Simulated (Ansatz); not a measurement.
Method: DFT PBE, scalar-relativistic, plane waves, PAW in Ansatz 0.2.0. Settings: cutoff 420 eV, Γ-centred meshes spaced at most about 0.3 Å⁻¹, and about 0.25 Å⁻¹ or finer for metals (2π included), Gaussian smearing. Spin is collinear in cells that carry moments; the others ran without spin or lost their moments.

Each guess is relaxed in cell and atoms at zero pressure, on a coarse mesh first where it starts far from rest and then on a converged one. The steps can't lower the symmetry of the start, but it can rise. Energies are static (0 K, no zero-point motion).

Two unrelaxed guesses for Zr2Si3:

A.

Space group Pm-3m (No. 221). a = 4.493 Å, b = 4.493 Å, c = 4.493 Å, α = 90.00°, β = 90.00°, γ = 90.00°
```csv
atom,site,symmetry,x,y,z
Zr,1a,m-3m,0.0000,0.0000,0.0000
Zr,1b,m-3m,0.5000,0.5000,0.5000
Si,3d,4/mm.m,0.5000,0.0000,0.0000
```

B.

Space group P-6m2 (No. 187). a = 4.128 Å, b = 4.128 Å, c = 5.069 Å, α = 90.00°, β = 90.00°, γ = 120.00°
```csv
atom,site,symmetry,x,y,z
Zr,1f,-6m2,0.6667,0.3333,0.5000
Zr,1c,-6m2,0.3333,0.6667,0.0000
Si,2g,3m.,0.0000,0.0000,0.7454
Si,1e,-6m2,0.6667,0.3333,0.0000
```

Task: Which guess leads to the lower structure, and by how much?

Result: B ends lower, by 1.01 eV/atom. A: Pm-3m at 18.1 Å³/atom → Pm-3m at 23.1 Å³/atom; B: P-6m2 at 15.0 Å³/atom → P-6m2 at 18.4 Å³/atom. Counting Si atoms around Zr (those within 1.25 times the shortest such distance or 1.15 times the sum of covalent radii, 1.27 where that leaves under three; a plus sign parts nearer from farther groups; the shortest distance is added where it exceeds 1.18 times the sum of covalent radii; a slash parts the counts of unlike sites), the end of A has Zr 6/12 from 3.4 Å and the end of B has Zr 2+6/3+6. End of A. Conventional cell: a = 4.869 Å. Around Zr on its first site lie 6 Si at 2.43 Å; Zr on its second site is surrounded by 12 Si at 3.44 Å; Si is surrounded by 2 Zr at 2.43 Å, 4 Zr at 3.44 Å and 8 Si at 3.44 Å. End of B. Conventional cell: a = 4.502 Å, c = 5.240 Å. Around Zr on its first site lie 2 Si at 2.62 Å and 6 Si at 2.92 Å; around Zr on its second site lie 3 Si at 2.60 Å and 6 Si at 2.91 Å; Si on a site of symmetry 3m is surrounded by 2 Si at 2.60–2.64 Å, 3 Si at 2.91 Å and 6 Zr at 2.91–2.92 Å; 1 more site not described.

Ends held by symmetry can be saddle points. Neither end is the lowest form computed: that has space group P-3m1 (No. 164) and lies 0.38 eV/atom below the better end. Another magnetic order may lie lower. Some structure types and database cells were kept out of the candidates from the start, so a known form may be missing.
